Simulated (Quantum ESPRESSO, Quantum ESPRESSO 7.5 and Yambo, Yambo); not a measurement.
# Quasiparticle gap of BeTe (F-43m) in Yambo

Wanted: ground state, empty states, screening and self-energy for BeTe (F-43m).

Method: PBE and many-body steps on it, plane waves, in Quantum ESPRESSO 7.5 and Yambo 5.3.0.

The database entry behind the starting cell differs from later determinations by our own check (an axis about 1.5 % short against later determinations), so it need not match the best structure at ambient conditions.

## 1. Starting point

The structure is cubic, space group F-43m (No. 216). The conventional cell has a = 5.540 Å, b = 5.540 Å, c = 5.540 Å, α = 90.00°, β = 90.00°, γ = 90.00°. Nearest to Be lie 4 Te at 2.40 Å. Nearest to Te lie 4 Be at 2.40 Å. Farther neighbours and most contacts between anions are not listed.

As a file:

```cif
data_structure
_symmetry_space_group_name_H-M 'F-43m'
_symmetry_Int_Tables_number 216
_cell_length_a 5.5400
_cell_length_b 5.5400
_cell_length_c 5.5400
_cell_angle_alpha 90.000
_cell_angle_beta 90.000
_cell_angle_gamma 90.000
_cell_volume 170.03
loop_
_atom_site_label
_atom_site_type_symbol
_atom_site_symmetry_multiplicity
_atom_site_Wyckoff_symbol
_atom_site_fract_x
_atom_site_fract_y
_atom_site_fract_z
_atom_site_occupancy
Be1 Be 4 a 0.00000 0.00000 0.00000 1
Te1 Te 4 d 0.25000 0.25000 0.75000 1
```

The cell and positions come from the Crystallography Open Database and are kept as given unless a step says otherwise. Spin-orbit coupling is left out unless a step names it.

## 2. Ground state

This step: Quantum ESPRESSO 7.5; DFT, PBE, plane waves, norm-conserving pseudopotentials.

The ground-state density comes first.

The input, pw.in:

```
&control
  calculation = 'scf'
  prefix = 'x'
  outdir = 'o'
  pseudo_dir = 'pseudo'
/
&system
  ibrav = 0
  nat = 2
  ntyp = 2
  ecutwfc = 88.0
  nbnd = 19
  force_symmorphic = .true.
/
&electrons
  conv_thr = 1e-10
  electron_maxstep = 80
  mixing_beta = 0.5
/
ATOMIC_SPECIES
  Be 9.012 Be.upf
  Te 127.6 Te.upf
CELL_PARAMETERS angstrom
  0.0000000000 2.7700000000 2.7700000000
  2.7700000000 0.0000000000 2.7700000000
  2.7700000000 2.7700000000 -0.0000000000
ATOMIC_POSITIONS crystal
  Be 0.0000000000 0.0000000000 0.0000000000
  Te 0.2500000000 0.2500000000 0.2500000000
K_POINTS automatic
  6 6 6 0 0 0
```

Run with:

```console
OMP_NUM_THREADS=1 mpirun -n 4 pw.x -nk 4 -in pw.in > pw.out
```

The program printed:

```text
Program PWSCF v.7.5 starts

     This program is part of the open-source Quantum ESPRESSO suite
     for quantum simulation of materials; please cite
         "P. Giannozzi et al., J. Phys.:Condens. Matter 21 395502 (2009);
         "P. Giannozzi et al., J. Phys.:Condens. Matter 29 465901 (2017);
         "P. Giannozzi et al., J. Chem. Phys. 152 154105 (2020);
     in publications or presentations arising from this work. More details at
     Message from routine setup:
     using ibrav=0 with symmetry is DISCOURAGED, use correct ibrav instead

     G-vector sticks info

     bravais-lattice index     =            0
     lattice parameter (alat)  =       7.4028  a.u.
     unit-cell volume          =     286.8573 (a.u.)^3
     number of atoms/cell      =            2
     number of atomic types    =            2
     number of electrons       =        28.00
     number of Kohn-Sham states=           19
     kinetic-energy cutoff     =      88.0000  Ry
     charge density cutoff     =     352.0000  Ry
     scf convergence threshold =      1.0E-10
     mixing beta               =       0.5000
     number of iterations used =            8  plain     mixing
     Exchange-correlation= PBE
                           (   1   4   3   4   0   0   0)

     celldm(1)=   7.402759  celldm(2)=   0.000000  celldm(3)=   0.000000
     celldm(4)=   0.000000  celldm(5)=   0.000000  celldm(6)=   0.000000

     crystal axes: (cart. coord. in units of alat)
               a(1) = (   0.000000   0.707107   0.707107 )
               a(2) = (   0.707107   0.000000   0.707107 )
               a(3) = (   0.707107   0.707107  -0.000000 )

     reciprocal axes: (cart. coord. in units 2 pi/alat)
               b(1) = ( -0.707107  0.707107  0.707107 )
               b(2) = (  0.707107 -0.707107  0.707107 )
               b(3) = (  0.707107  0.707107 -0.707107 )
     Pseudo is Norm-conserving, Zval =  4.0
     Generated using ONCVPSP code by D. R. Hamann
     Using radial grid of 1358 points,  4 beta functions with:
     Pseudo is Norm-conserving + core correction, Zval = 24.0
     Generated using ONCVPSP code by D. R. Hamann
     Using radial grid of 1294 points,  8 beta functions with:
     Be                4.00     9.01200     Be( 1.00)
     Te               24.00   127.60000     Te( 1.00)

     24 Sym. Ops. (no inversion) found

   Cartesian axes

     site n.     atom                  positions (alat units)
         1        Be     tau(   1) = (   0.0000000   0.0000000   0.0000000  )
         2        Te     tau(   2) = (   0.3535534   0.3535534   0.3535534  )

     number of k points=    16
                       cart. coord. in units 2pi/alat
        k(    1) = (   0.0000000   0.0000000   0.0000000), wk =   0.0092593
        k(    2) = (   0.1178511   0.1178511  -0.1178511), wk =   0.0740741
        k(    3) = (   0.2357023   0.2357023  -0.2357023), wk =   0.0740741
        k(    4) = (  -0.3535534  -0.3535534   0.3535534), wk =   0.0370370
        k(    5) = (   0.2357023   0.0000000  -0.0000000), wk =   0.0555556
        k(    6) = (   0.3535534   0.1178511  -0.1178511), wk =   0.2222222
        k(    7) = (  -0.2357023  -0.4714045   0.4714045), wk =   0.2222222
        k(    8) = (  -0.1178511  -0.3535534   0.3535534), wk =   0.2222222
        k(    9) = (   0.0000000  -0.2357023   0.2357023), wk =   0.1111111
        k(   10) = (   0.4714045   0.0000000  -0.0000000), wk =   0.0555556
     [... 4 further rows ...]
        k(   15) = (  -0.1178511  -0.3535534   0.5892557), wk =   0.2222222
        k(   16) = (  -0.7071068   0.2357023   0.0000000), wk =   0.1111111

     Dense  grid:    31951 G-vectors     FFT dimensions: (  45,  45,  45)

     Initial potential from superposition of free atoms

     starting charge      27.9996, renormalised to      28.0000
     Starting wfcs are   15 randomized atomic wfcs +    4 random wfcs

     per-process dynamical memory:    29.2 Mb

     Self-consistent Calculation

     iteration #  1     ecut=    88.00 Ry     beta= 0.50

     Threshold (ethr) on eigenvalues was too large:
     Diagonalizing with lowered threshold

     total energy              =    -588.95080599 Ry
     estimated scf accuracy    <       0.04109391 Ry

     iteration #  2     ecut=    88.00 Ry     beta= 0.50

     total energy              =    -588.95344250 Ry
     estimated scf accuracy    <       0.00449827 Ry

     iteration #  3     ecut=    88.00 Ry     beta= 0.50

     total energy              =    -588.95369491 Ry
     estimated scf accuracy    <       0.00035816 Ry

     iteration #  4     ecut=    88.00 Ry     beta= 0.50

     total energy              =    -588.95372431 Ry
     estimated scf accuracy    <       0.00001527 Ry

     iteration #  5     ecut=    88.00 Ry     beta= 0.50

     total energy              =    -588.95372687 Ry
     estimated scf accuracy    <       0.00000064 Ry

     iteration #  6     ecut=    88.00 Ry     beta= 0.50

     total energy              =    -588.95372707 Ry
     estimated scf accuracy    <       0.00000002 Ry

     iteration #  7     ecut=    88.00 Ry     beta= 0.50

     total energy              =    -588.95372708 Ry
     estimated scf accuracy    <          5.0E-09 Ry

     iteration #  8     ecut=    88.00 Ry     beta= 0.50

     total energy              =    -588.95372708 Ry
     estimated scf accuracy    <          3.7E-10 Ry

     iteration #  9     ecut=    88.00 Ry     beta= 0.50

     End of self-consistent calculation

          k = 0.0000 0.0000 0.0000 (  4015 PWs)   bands (ev):

  -149.6017 -99.6294 -99.6294 -99.6294 -90.8179 -26.9193 -26.9193 -26.9193
   -26.9043 -26.9043  -3.2079   9.4262   9.4262   9.4262  13.0168  13.0168
    13.0168  13.6252  17.8212

          k = 0.1179 0.1179-0.1179 (  3993 PWs)   bands (ev):

  -149.6017 -99.6294 -99.6294 -99.6294 -90.8179 -26.9186 -26.9178 -26.9178
   -26.9041 -26.9041  -2.9304   7.3379   9.0145   9.0145  13.0067  13.5978
    13.5978  15.5259  18.4300

          k = 0.2357 0.2357-0.2357 (  3996 PWs)   bands (ev):

  -149.6016 -99.6294 -99.6294 -99.6294 -90.8179 -26.9174 -26.9163 -26.9163
   -26.9033 -26.9033  -2.2280   4.7385   8.4368   8.4368  12.7579  14.0651
    14.0651  17.2943  19.0202

          k =-0.3536-0.3536 0.3536 (  3996 PWs)   bands (ev):

     [... further k-points ...]

     highest occupied, lowest unoccupied level (ev):     9.4262   11.2895

!    total energy              =    -588.95372708 Ry
     estimated scf accuracy    <          4.5E-11 Ry

     The total energy is the sum of the following terms:
     one-electron contribution =    -443.77695372 Ry
     hartree contribution      =     206.03692599 Ry
     xc contribution           =     -77.24413316 Ry
     ewald contribution        =    -273.96956620 Ry

     convergence has been achieved in   9 iterations

     XML data file, charge density, pseudopotentials, collected wavefunctions

=------------------------------------------------------------------------------=
   JOB DONE.
=------------------------------------------------------------------------------=
```

The job ended after 6.5 s (4 MPI ranks of Arm Neoverse V1, shared host; peak memory 0.27 GiB).

This step gave:

* total energy: -8013.1237 eV
* gap: 1.863 eV
* k of the valence top: 0, 0, 0
* k of the conduction bottom: 0, -0.5, -0.5
* least direct gap: 3.591 eV

The gap is indirect, with the least direct gap 1.73 eV higher.

## 3. Bands along the symmetry lines

Levels along a band path, at the cheap level, show where the edges lie and whether the meshes to come will hold them.

The input, pw.in:

```
&control
  calculation = 'bands'
  prefix = 'x'
  outdir = 'o'
  pseudo_dir = 'pseudo'
/
&system
  ibrav = 0
  nat = 2
  ntyp = 2
  ecutwfc = 88.0
  nbnd = 20
  force_symmorphic = .true.
/
&electrons
  conv_thr = 1e-9
  electron_maxstep = 80
  diago_full_acc = .true.
  diago_thr_init = 5e-6
/
ATOMIC_SPECIES
  Be 9.012 Be.upf
  Te 127.6 Te.upf
CELL_PARAMETERS angstrom
  0.0000000000 2.7700000000 2.7700000000
  2.7700000000 0.0000000000 2.7700000000
  2.7700000000 2.7700000000 -0.0000000000
ATOMIC_POSITIONS crystal
  Be 0.0000000000 0.0000000000 0.0000000000
  Te 0.2500000000 0.2500000000 0.2500000000
K_POINTS crystal
  50
  0.00000000 0.00000000 0.00000000 1
  -0.06250000 -0.06250000 0.00000000 1
  -0.12500000 -0.12500000 0.00000000 1
  -0.18750000 -0.18750000 0.00000000 1
  -0.25000000 -0.25000000 0.00000000 1
  -0.31250000 -0.31250000 0.00000000 1
  -0.37500000 -0.37500000 0.00000000 1
  -0.43750000 -0.43750000 0.00000000 1
  -0.50000000 -0.50000000 0.00000000 1
  -0.48437500 -0.48437500 0.03125000 1
  -0.46875000 -0.46875000 0.06250000 1
  -0.45312500 -0.45312500 0.09375000 1
  -0.43750000 -0.43750000 0.12500000 1
  -0.42187500 -0.42187500 0.15625000 1
  -0.40625000 -0.40625000 0.18750000 1
  -0.39062500 -0.39062500 0.21875000 1
  -0.37500000 -0.37500000 0.25000000 1
  -0.37500000 0.00000000 0.37500000 1
  -0.32812500 0.00000000 0.32812500 1
  -0.28125000 0.00000000 0.28125000 1
  -0.23437500 0.00000000 0.23437500 1
  -0.18750000 0.00000000 0.18750000 1
  -0.14062500 0.00000000 0.14062500 1
  -0.09375000 0.00000000 0.09375000 1
  -0.04687500 0.00000000 0.04687500 1
  0.00000000 0.00000000 0.00000000 1
  0.00000000 0.00000000 0.06250000 1
  0.00000000 0.00000000 0.12500000 1
  0.00000000 0.00000000 0.18750000 1
  0.00000000 0.00000000 0.25000000 1
  0.00000000 0.00000000 0.31250000 1
  0.00000000 0.00000000 0.37500000 1
  0.00000000 0.00000000 0.43750000 1
  -0.00000000 -0.00000000 0.50000000 1
  -0.06250000 -0.03125000 0.46875000 1
  -0.12500000 -0.06250000 0.43750000 1
  -0.18750000 -0.09375000 0.40625000 1
  -0.25000000 -0.12500000 0.37500000 1
  -0.31250000 -0.15625000 0.34375000 1
  -0.37500000 -0.18750000 0.31250000 1
  -0.43750000 -0.21875000 0.28125000 1
  -0.50000000 -0.25000000 0.25000000 1
  -0.50000000 -0.28125000 0.21875000 1
  -0.50000000 -0.31250000 0.18750000 1
  -0.50000000 -0.34375000 0.15625000 1
  -0.50000000 -0.37500000 0.12500000 1
  -0.50000000 -0.40625000 0.09375000 1
  -0.50000000 -0.43750000 0.06250000 1
  -0.50000000 -0.46875000 0.03125000 1
  -0.50000000 -0.50000000 0.00000000 1
```

The program printed:

```text
[banner, memory and clock lines left out]
Program PWSCF v.7.5 starts

     Atomic positions and unit cell read from directory:
     o/x.save/

     Message from routine setup:
     using ibrav=0 with symmetry is DISCOURAGED, use correct ibrav instead

     G-vector sticks info

     bravais-lattice index     =            0
     lattice parameter (alat)  =       7.4028  a.u.
     unit-cell volume          =     286.8573 (a.u.)^3
     number of atoms/cell      =            2
     number of atomic types    =            2
     number of electrons       =        28.00
     number of Kohn-Sham states=           20
     kinetic-energy cutoff     =      88.0000  Ry
     charge density cutoff     =     352.0000  Ry
     Exchange-correlation= PBE
                           (   1   4   3   4   0   0   0)

     celldm(1)=   7.402759  celldm(2)=   0.000000  celldm(3)=   0.000000
     celldm(4)=   0.000000  celldm(5)=   0.000000  celldm(6)=   0.000000

     crystal axes: (cart. coord. in units of alat)
               a(1) = (   0.000000   0.707107   0.707107 )
               a(2) = (   0.707107   0.000000   0.707107 )
               a(3) = (   0.707107   0.707107  -0.000000 )

     reciprocal axes: (cart. coord. in units 2 pi/alat)
               b(1) = ( -0.707107  0.707107  0.707107 )
               b(2) = (  0.707107 -0.707107  0.707107 )
               b(3) = (  0.707107  0.707107 -0.707107 )
     Pseudo is Norm-conserving, Zval =  4.0
     Generated using ONCVPSP code by D. R. Hamann
     Using radial grid of 1358 points,  4 beta functions with:
     Pseudo is Norm-conserving + core correction, Zval = 24.0
     Generated using ONCVPSP code by D. R. Hamann
     Using radial grid of 1294 points,  8 beta functions with:
     Be                4.00     9.01200     Be( 1.00)
     Te               24.00   127.60000     Te( 1.00)

     24 Sym. Ops. (no inversion) found

   Cartesian axes

     site n.     atom                  positions (alat units)
         1        Be     tau(   1) = (   0.0000000   0.0000000   0.0000000  )
         2        Te     tau(   2) = (   0.3535534   0.3535534   0.3535534  )

     number of k points=    50
                       cart. coord. in units 2pi/alat
        k(    1) = (   0.0000000   0.0000000   0.0000000), wk =   0.0400000
        k(    2) = (   0.0000000   0.0000000  -0.0883883), wk =   0.0400000
        k(    3) = (   0.0000000   0.0000000  -0.1767767), wk =   0.0400000
[...]
[... 38 further rows ...]
        k(   49) = (   0.0441942  -0.0000000  -0.7071068), wk =   0.0400000
        k(   50) = (   0.0000000   0.0000000  -0.7071068), wk =   0.0400000

     Dense  grid:    31951 G-vectors     FFT dimensions: (  45,  45,  45)

     The potential is recalculated from file :
     o/x.save/charge-density

     Starting wfcs are   15 randomized atomic wfcs +    5 random wfcs

     Band Structure Calculation

     End of band structure calculation

          k = 0.0000 0.0000 0.0000 (  4015 PWs)   bands (ev):

  -149.6016 -99.6293 -99.6293 -99.6293 -90.8180 -26.9192 -26.9192 -26.9192
   -26.9042 -26.9042  -3.2079   9.4262   9.4262   9.4262  13.0168  13.0168
    13.0168  13.6252  17.8213  19.9978

          k = 0.0000 0.0000-0.0884 (  3951 PWs)   bands (ev):

  -149.6015 -99.6293 -99.6293 -99.6293 -90.8180 -26.9186 -26.9177 -26.9177
[...]
13.3155  13.9811  17.9572  18.9519

          k = 0.0000 0.0000-0.1768 (  3967 PWs)   bands (ev):

[...]
14.0497  14.6027  17.6284  18.7212

          k =-0.0000 0.0000-0.2652 (  3984 PWs)   bands (ev):

[...]
k = 0.0000 0.0000-0.3536 (  4016 PWs)   bands (ev):

[...]
k = 0.0000-0.0000-0.4419 (  4008 PWs)   bands (ev):

[...]
k =-0.0000 0.0000-0.5303 (  4016 PWs)   bands (ev):

[...]
k = 0.0000-0.0000-0.6187 (  4016 PWs)   bands (ev):

[...]
k = 0.5303-0.0000-0.5303 (  4031 PWs)   bands (ev):

[...]
k = 0.0000 0.0000 0.0000 (  4015 PWs)   bands (ev):

[...]
k = 0.1326 0.0000-0.7071 (  4012 PWs)   bands (ev):

[...]
k = 0.0884-0.0000-0.7071 (  4004 PWs)   bands (ev):

[...]
k = 0.0442-0.0000-0.7071 (  4002 PWs)   bands (ev):

[...]
19.4096  19.4143  21.2001  22.6090

          k = 0.0000 0.0000-0.7071 (  3984 PWs)   bands (ev):

  -149.6016 -99.6293 -99.6293 -99.6293 -90.8179 -26.9201 -26.9110 -26.9110
   -26.9057 -26.9013  -1.2006   4.0536   6.5987   6.5987  11.2895  12.0458
    19.5059  19.5059  21.2764  22.9647

     XML data file, pseudopotentials, collected wavefunctions
```

Run time: 5.2 s. Hardware: 4 MPI ranks; peak memory 0.23 GiB; 21 s of CPU time.

This step gave:

```
gap                        : 1.863 eV
k of the valence top       : 0, 0, 0
k of the conduction bottom : -0.5, -0.5, 0
least direct gap           : 3.591 eV
```

The gap is 1.863 eV, as in the run before at this level.

Electronic bands along the path, in eV, zero at the top of the highest filled band:

| point | band 11 | band 12 | band 13 | band 14 | band 15 | band 16 | band 17 | band 18 |
| --- | --- | --- | --- | --- | --- | --- | --- | --- |
| Γ | -12.63 | 0.00 | 0.00 | 0.00 | 3.59 | 3.59 | 3.59 | 4.20 |
| halfway | -11.83 | -2.99 | -1.81 | -1.81 | 2.54 | 4.44 | 6.61 | 6.61 |
| X | -10.63 | -5.37 | -2.83 | -2.83 | 1.86 | 2.62 | 10.08 | 10.08 |
| halfway | -10.62 | -5.26 | -3.36 | -2.72 | 2.22 | 3.32 | 9.41 | 9.52 |
| U | -10.65 | -4.99 | -4.15 | -2.39 | 2.64 | 5.33 | 8.10 | 8.48 |
| jump to K | -10.65 | -4.99 | -4.15 | -2.39 | 2.64 | 5.33 | 8.10 | 8.48 |
| halfway | -11.76 | -3.69 | -2.43 | -0.72 | 4.16 | 4.70 | 5.33 | 6.45 |
| Γ | -12.63 | 0.00 | 0.00 | 0.00 | 3.59 | 3.59 | 3.59 | 4.20 |
| halfway | -12.04 | -3.49 | -0.73 | -0.73 | 3.45 | 4.52 | 4.52 | 7.30 |
| L | -11.17 | -5.85 | -1.21 | -1.21 | 3.23 | 4.60 | 4.60 | 7.81 |
| halfway | -10.90 | -5.40 | -3.07 | -2.05 | 4.21 | 4.47 | 6.86 | 7.96 |
| W | -10.59 | -4.79 | -3.96 | -3.44 | 5.33 | 5.55 | 5.68 | 6.42 |
| halfway | -10.61 | -5.16 | -3.34 | -3.16 | 2.97 | 3.63 | 8.52 | 8.70 |
| X | -10.63 | -5.37 | -2.83 | -2.83 | 1.86 | 2.62 | 10.08 | 10.08 |

The electronic bands as a text plot (rows in eV, shown from -8.0 to 7.9 only):

```
    7.5 |       ++         +++              +++ ++     +    +
    6.9 |     ++           +++++                      ++++ ++
    6.2 |                   +++++++        +         +   +++
    5.5 |    +            +   +++  ++    ++              ++
    4.9 |  +++           +      +++  +       ++++++++  +++ ++
    4.2 |++   ++              +++++++ +++++++     ++++++    +
    3.6 |++     ++     ++   ++     ++++++++++++++ +++        +
    2.9 |  +++    +++++   ++                     +           ++++
    2.2 |     +++++   ++++                                    +++
    1.6 |          +++
    0.9 |
    0.3 |*                           ***
   -0.4 | ***                   ******  *****
   -1.1 |  ***                **   **    **  *******
   -1.7 |    ***           ***   ****             *****
   -2.4 |       ***     ***     *          *         * *
   -3.0 |     **   *****      ** **                   * **  *****
   -3.7 |       **      **  **  *           *          ******
   -4.4 |         *       **  **             **
   -5.0 |          ** ********                 *       *********
   -5.7 |            *                          *******         *
   -6.3 |
   -7.0 |
   -7.7 |
         Γ           X  U|K            Γ         L        W     X
```

(Continued in part 2 of 3.)

[Paths, hosts, dates, memory and timing lines, banners, echoed tables and standing remarks are left out of the program output.]

[Logs are printed without paths, hosts, clocks, repeated set-up lines and the standing remarks that a program may print on its own settings, such as how far it seeks lower states.]

[Runs of the session that timed out or met a known fault of the program may be left out.]

[Hosts, paths, dates, database ids (printed as entryN), source tags and the programs' standing remarks are cut or masked in the printed files.]
